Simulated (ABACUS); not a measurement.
# GaP (F-43m) in ABACUS: single point with r2SCAN

Aim: the single point of GaP with r2SCAN.

All numbers are computed with ABACUS 3.10.1; they aren't measurements. Logs are shortened: lines on timing, memory, paths and dates and some standing lists are left out, and cuts for length are marked.

**Experimental background.**

From “Stacking defects in GaP nanowires: Electronic structure and optical properties”, 2018, arxiv:1810.01194, for a bulk crystal of GaP at 10 K: band gap 2.34 eV (indirect).

How close the calculation comes is told below.

**1. The crystal as given**

The structure is cubic, space group F-43m (No. 216). Conventional cell: a = 5.450 Å, b = 5.450 Å, c = 5.450 Å, α = 90.00°, β = 90.00°, γ = 90.00°. Around Ga (site symmetry -43m) lie 4 P at 2.36 Å. P (site symmetry -43m) is surrounded by 4 Ga at 2.36 Å.

**2. Single point, r2SCAN**

The input, run_abacus.py:

```python
"""ABACUS run from a structure file: ASE reads it, the script writes STRU, KPT and INPUT."""
import re
import subprocess
from ase.io import read
from ase.units import Bohr

atoms = read("GaP.cif")
atoms = atoms[(-atoms.numbers).argsort(kind="stable")]  # ABACUS lists atoms element by element
pseudo = {'Ga': 'Ga_ONCV_PBE-1.2.upf', 'P': 'P_ONCV_PBE-1.2.upf'}
orbital = {'Ga': 'Ga_confined-atom_8au_2s2p2d.orb', 'P': 'P_confined-atom_7au_2s2p1d.orb'}
magmoms = None
kmesh = [6, 6, 6]
params = {
    'suffix': 'GaP',
    'calculation': 'scf',
    'basis_type': 'lcao',
    'pseudo_dir': './',
    'orbital_dir': './',
    'symmetry': 1,
    'dft_functional': 'MGGA_X_R2SCAN+MGGA_C_R2SCAN',
    'ecutwfc': 100,
    'pseudo_rcut': 10,
    'nspin': 1,
    'nbands': 19,
    'ks_solver': 'genelpa',
    'smearing_method': 'fd',
    'smearing_sigma': 0.00367493,
    'scf_thr': 1e-07,
    'scf_nmax': 100,
    'mixing_type': 'broyden',
    'mixing_beta': 0.7,
    'cal_force': 1,
    'cal_stress': 1,
    'mixing_tau': 1,
    'out_mul': 1,
    'out_chg': 1,
}

symbols = atoms.get_chemical_symbols()
elements = list(dict.fromkeys(symbols))
lines = ["ATOMIC_SPECIES"] + [f"{e} {atoms.get_masses()[symbols.index(e)]:.4f} {pseudo[e]}" for e in elements]
if orbital:
    lines += ["", "NUMERICAL_ORBITAL"] + [orbital[e] for e in elements]
lines += ["", "LATTICE_CONSTANT", f"{1 / Bohr:.10f}", "", "LATTICE_VECTORS"]
lines += [" ".join(f"{x:.10f}" for x in v) for v in atoms.cell]
lines += ["", "ATOMIC_POSITIONS", "Direct"]
for e in elements:
    lines += ["", e, "0.0", str(symbols.count(e))]
    for i, p in enumerate(atoms.get_scaled_positions(wrap=False)):
        if symbols[i] == e:
            mag = "" if magmoms is None else " mag " + " ".join(str(x) for x in (magmoms[i] if isinstance(magmoms[i], list) else [magmoms[i]]))
            lines.append(" ".join(f"{x:.10f}" for x in p) + " 1 1 1" + mag)
open("STRU", "w").write("\n".join(lines) + "\n")
open("KPT", "w").write("K_POINTS\n0\nGamma\n%d %d %d 0 0 0\n" % tuple(kmesh))
open("INPUT", "w").write("INPUT_PARAMETERS\n" + "".join(f"{k:<20s}{v}\n" for k, v in params.items()))

done = subprocess.run(['mpirun', '-np', '4', 'abacus'])
if done.returncode:
    raise SystemExit(done.returncode)
log = open("OUT.GaP/running_scf.log").read()
print("final energy (eV):", re.findall(r"FINAL_ETOT_IS (\S+)", log))
```

The input, GaP.cif:

```cif
data_GaP
_cell_length_a 3.85408551
_cell_length_b 3.85408551
_cell_length_c 3.85408551
_cell_angle_alpha 60.00000000
_cell_angle_beta 60.00000000
_cell_angle_gamma 60.00000000
_space_group_name_H-M_alt 'P1'
_space_group_name_Hall 'P 1'
_space_group_IT_number 1
loop_
_space_group_symop_operation_xyz
'x,y,z'
loop_
_atom_site_label
_atom_site_type_symbol
_atom_site_symmetry_multiplicity
_atom_site_Wyckoff_symbol
_atom_site_fract_x
_atom_site_fract_y
_atom_site_fract_z
_atom_site_occupancy
Ga1 Ga 1 a 0.0000000000 0.0000000000 0.0000000000 1
P1 P 1 a 0.7500000000 0.7500000000 0.7500000000 1
```

Potentials or basis: SG15 ONCV 1.2 PBE, DZP LCAO (the cutoffs set its grid).

Run with:

```bash
$ OMP_NUM_THREADS=1 python run_abacus.py > log
```

running log:

```text
ABACUS v3.10.1

               Atomic-orbital Based Ab-initio Computation at UStc

 ------------------------------------------------------------------------------------

 READING GENERAL INFORMATION
                           global_out_dir = OUT.GaP/
                           global_in_card = INPUT
                               pseudo_dir = ./
                              orbital_dir = ./
                                    DSIZE = 4
                                    GSIZE = 1
[... 5 lines left out ...]

 READING ATOM TYPE 1
                               atom label = Ga
                      L=0, number of zeta = 2
                      L=1, number of zeta = 2
                      L=2, number of zeta = 2
             number of atom for this type = 1

 READING ATOM TYPE 2
                               atom label = P
                      L=0, number of zeta = 2
                      L=1, number of zeta = 2
                      L=2, number of zeta = 1
             number of atom for this type = 1

                        TOTAL ATOM NUMBER = 2
DIRECT COORDINATES
    atom                   x                   y                   z     mag                  vx                  vy                  vz
taud_Ga1            0.0000000000        0.0000000000        0.0000000000  0.0000        0.0000000000        0.0000000000        0.0000000000
taud_P1            0.7500000000        0.7500000000        0.7500000000  0.0000        0.0000000000        0.0000000000        0.0000000000

                          Volume (Bohr^3) = 273.178
                             Volume (A^3) = 40.4807

 Lattice vectors: (Cartesian coordinate: in unit of a_0)
             +3.85409                  +0                  +0
             +1.92704            +3.33774                  +0
             +1.92704            +1.11258            +3.14685
 Reciprocal vectors: (Cartesian coordinate: in unit of 2 pi/a_0)
            +0.259465           -0.149802           -0.105926
                   -0           +0.299604           -0.105926
                   +0                  -0           +0.317778
 The esolver type has been set to : ksdft_lcao

                PAO radial cut off (Bohr) = 10

 Read in pseudopotential file is Ga_ONCV_PBE-1.2.upf
                     pseudopotential type = NC
          exchange-correlation functional = PBE
                 nonlocal core correction = 0
                        valence electrons = 13
                                     lmax = 2
                           number of zeta = 0
                     number of projectors = 6
                           L of projector = 0
                           L of projector = 0
                           L of projector = 1
                           L of projector = 1
                           L of projector = 2
                           L of projector = 2
 XC functional updated to : MGGA_X_R2SCAN+MGGA_C_R2SCAN
          exchange-correlation functional = MGGA_X_R2SCAN+MGGA_C_R2SCAN
                PAO radial cut off (Bohr) = 10

 Read in pseudopotential file is P_ONCV_PBE-1.2.upf
                     pseudopotential type = NC
          exchange-correlation functional = PBE
                 nonlocal core correction = 0
                        valence electrons = 5
                                     lmax = 1
                           number of zeta = 0
                     number of projectors = 4
                           L of projector = 0
                           L of projector = 0
                           L of projector = 1
                           L of projector = 1
 XC functional updated to : MGGA_X_R2SCAN+MGGA_C_R2SCAN
          exchange-correlation functional = MGGA_X_R2SCAN+MGGA_C_R2SCAN
     initial pseudo atomic orbital number = 0

 SETUP THE ELECTRONS NUMBER
            electron number of element Ga = 13
      total electron number of element Ga = 13
             electron number of element P = 5
       total electron number of element P = 5
            AUTOSET number of electrons:  = 18
                           occupied bands = 9
                                   NLOCAL = 31
                                   NBANDS = 19
                                   NBANDS = 19
                                   NLOCAL = 31

%%%%%%%%%%%%%%%%%%%%%%%%%%%%%%%%%%%%%%%%%%%%%%%%%%%%%%%%%%%%%%%%%%%%%%%%%%%%%%%%%%%%%%%%%%%%%%%%%%%%%%%%%%
 Warning: the number of valence electrons in pseudopotential > 3 for Ga: [Ar] 3d10 4s2 4p1
 Pseudopotentials with additional electrons can yield (more) accurate outcomes, but may be less efficient.
 If you're confident that your chosen pseudopotential is appropriate, you can safely ignore this warning.
%%%%%%%%%%%%%%%%%%%%%%%%%%%%%%%%%%%%%%%%%%%%%%%%%%%%%%%%%%%%%%%%%%%%%%%%%%%%%%%%%%%%%%%%%%%%%%%%%%%%%%%%%%

 SETUP THE PLANE WAVE BASIS
 energy cutoff for charge/potential (unit:Ry) = 400
[... 80 lines left out ...]
                             BRAVAIS TYPE = 2
                     BRAVAIS LATTICE NAME = 02. Cubic I (body-centered)
                                    ibrav = 2
                       right hand lattice = 1
(for k-lattice: )
                             BRAVAIS TYPE = 2
                     BRAVAIS LATTICE NAME = 02. Cubic I (body-centered)
                                    ibrav = 2
                       right hand lattice = 1
                        ROTATION MATRICES = 48
                               nkstot_ibz = 16
K-POINTS REDUCTION ACCORDING TO SYMMETRY
     IBZ    DIRECT_X    DIRECT_Y    DIRECT_Z  WEIGHT  ibz2bz
       1  0.00000000  0.00000000  0.00000000  0.0046       0
       2  0.16666667  0.16666667  0.16666667  0.0370       1
       3  0.33333333  0.33333333  0.33333333  0.0370       2
       4  0.50000000  0.50000000  0.50000000  0.0185       3
       5  0.16666667  0.16666667  0.00000000  0.0278       7
       6  0.33333333  0.33333333  0.16666667  0.1111       8
[... 8 lines left out ...]
      15  0.50000000  0.33333333 -0.33333333  0.1111      52
      16  0.50000000  0.33333333 -0.16666667  0.0556      58

                               nkstot now = 16
[... K-POINTS DIRECT COORDINATES: 16 rows ...]

           k-point number in this process = 16
       minimum distributed K point number = 16
[... stars of the k points ...]

[... K-POINTS CARTESIAN COORDINATES: 16 rows ...]

[... K-POINTS DIRECT COORDINATES: 16 rows ...]

 SETUP PLANE WAVES FOR WAVE FUNCTIONS
     energy cutoff for wavefunc (unit:Ry) = 100
              fft grid for wave functions = [ 48, 48, 48 ]
                    number of plane waves = 5817
                         number of sticks = 433

 PARALLEL PW FOR WAVE FUNCTIONS
     PROC   COLUMNS(POT)             PW
        1            107           1455
        2            109           1454
        3            108           1454
        4            109           1454
 --------------- sum -------------------
        4            433           5817

 SET NONLOCAL PSEUDOPOTENTIAL PROJECTORS
 SET NONLOCAL PSEUDOPOTENTIAL PROJECTORS
 max number of nonlocal projetors among all species is 6

 -------------------------------------------
 SELF-CONSISTENT
 -------------------------------------------

 SETUP SEARCHING RADIUS FOR PROGRAM TO SEARCH ADJACENT ATOMS
                  longest orb rcut (Bohr) = 8
   longest nonlocal projector rcut (Bohr) = 2.64
                     search radius (Bohr) = 21.3
              searching radius is (Bohr)) = 21.3
         searching radius unit is (Bohr)) = 1.89
                         PeriodicBoundary = 1
                        Radius(unit:lat0) = 11.3
                                   glayer = [ 5, 5, 5 ]
                             glayer_minus = [ 4, 4, 4 ]

Find the coordinate range of the input atom(unit:lat0).
                                  min_tau = [ -30.8, -17.8, -12.6 ]
                                  max_tau = [ 36.6, 21.1, 14.9 ]
                                BoxNumber = [ 9, 9, 9 ]

 SETUP EXTENDED REAL SPACE GRID FOR GRID INTEGRATION
                          real space grid = [ 48, 48, 48 ]
                 big cell numbers in grid = [ 12, 12, 12 ]
             meshcell numbers in big cell = [ 4, 4, 4 ]
                        extended fft grid = [ 17, 17, 17 ]
                dimension of extened grid = [ 47, 47, 47 ]
                            UnitCellTotal = 125
              Atom number in sub-FFT-grid = 2
    Local orbitals number in sub-FFT-grid = 31
                                ParaV.nnr = 20836
                                 init_chg = atomic

 LCAO ALGORITHM --------------- ION=   1  ELEC=   1--------------------------------

 Density error is 0.0647590670138
----------------------------------------------------------
     Energy           Rydberg                 eV
----------------------------------------------------------
 E_KohnSham     -143.2508811491      -1949.0282271492
 E_Harris       -143.5619365569      -1953.2603530886
 E_Fermi        0.5843167721         7.9500375380
----------------------------------------------------------
[... 91 lines left out ...]
 Density error is 6.2609185817e-09
----------------------------------------------------------
     Energy           Rydberg                 eV
----------------------------------------------------------
 E_KohnSham     -143.3540230016      -1950.4315440442
 E_KS(sigma->0) -143.3540230015      -1950.4315440439
 E_Harris       -143.3540232962      -1950.4315480533
 E_band         -3.8375570513        -52.2126422971
 E_one_elec     -77.3636807751       -1052.5868767938
 E_Hartree      50.7244934443        690.1421390061
 E_xc           -20.2372118221       -275.3413924136
 E_Ewald        -96.4776238486       -1312.6454138422
 E_entropy(-TS) -0.0000000000        -0.0000000006
 E_descf        0.0000000000         0.0000000000
 E_exx          0.0000000000         0.0000000000
 E_Fermi        0.6167625802         8.3914854033
----------------------------------------------------------

 charge density convergence is achieved
 final etot is -1950.431544 eV
 EFERMI = 8.3914854033 eV

 STATE ENERGY(eV) AND OCCUPATIONS    NSPIN == 1
 1/16 kpoint (Cartesian) = 0.0000 0.0000 0.0000 (1165 pws)
       1       -6.93066     0.00925926
       2       -6.93066     0.00925926
       3       -6.93066     0.00925926
       4       -6.80272     0.00925926
       5       -6.80272     0.00925926
       6       -5.67215     0.00925926
[... 104 lines left out ...]
       6       -4.37462       0.222222
[... 11 lines left out ...]
      18        24.6747        0.00000
      19        26.0610        0.00000

[... levels at 10 further k points ...]

 correction force for each atom along direction 1 is -0.0274944
 correction force for each atom along direction 2 is -0.0166308
 correction force for each atom along direction 3 is 0.000823793
------------------------------------------------------------------------------------------
 TOTAL-FORCE (eV/Angstrom)
------------------------------------------------------------------------------------------
                       Ga1         0.0000000000         0.0000000000         0.0000000000
                        P1         0.0000000000         0.0000000000         0.0000000000
------------------------------------------------------------------------------------------

----------------------------------------------------------------
 TOTAL-STRESS (KBAR)
----------------------------------------------------------------
         5.3348195868        -0.0000000000         0.0000000000
         0.0000000000         5.3348195868         0.0000000001
         0.0000000000         0.0000000001         5.3348195868
----------------------------------------------------------------
 TOTAL-PRESSURE: 5.334820 KBAR

 --------------------------------------------
 !FINAL_ETOT_IS -1950.4315440441853298 eV
 --------------------------------------------
```

Wall time 16 s (4 MPI ranks of AMD EPYC 7R43 (Zen 3), shared host); peak memory 0.4 GiB.

What came out:

| Quantity | Value |
| --- | --- |
| Free energy | -1950.4315 eV |
| Pressure | 0.5 GPa |
| Band gap on the k mesh | 1.86 eV, indirect (least direct gap 2.16 eV) |
| Mulliken charges | Ga -0.29; P +0.29 e |

Levels at points of the mesh, in eV from the valence-band top:
```csv
k point,band 6,band 7,band 8,band 9,band 10,band 11,band 12,band 13
"(0.00, 0.00, 0.00)",-13.14,0.00,0.00,0.00,2.16,4.09,4.09,4.09
"(0.50, 0.50, 0.50)",-10.97,-6.99,-1.22,-1.22,1.86,5.04,5.04,9.87
"(0.50, 0.50, 0.00)",-10.02,-7.15,-2.87,-2.87,1.93,2.08,11.24,11.24
```

Caveat: the atomic orbitals were generated for these runs and aren't a published set; Mulliken charges move with the basis; the potentials were made for another functional, which shifts forces and pressure; the basis of atomic orbitals isn't converged, which shifts pressures, moduli and gaps.

**3. How close it comes**

Step 2. Measured gap of GaP: 2.34 eV (indirect; 10 K; quoted in “Stacking defects in GaP nanowires: Electronic structure and optical properties”, 2018, arxiv:1810.01194). This calculation gives 1.86 eV (-0.48 eV). Spin-orbit coupling on Ga is left out. The value is that of r2SCAN in an atomic basis (SG15 ONCV 1.2 PBE, DZP LCAO (the cutoffs set its grid)), whose error adds to the functional's, on a finite k mesh, which can miss the band edges, without temperature or zero-point motion.
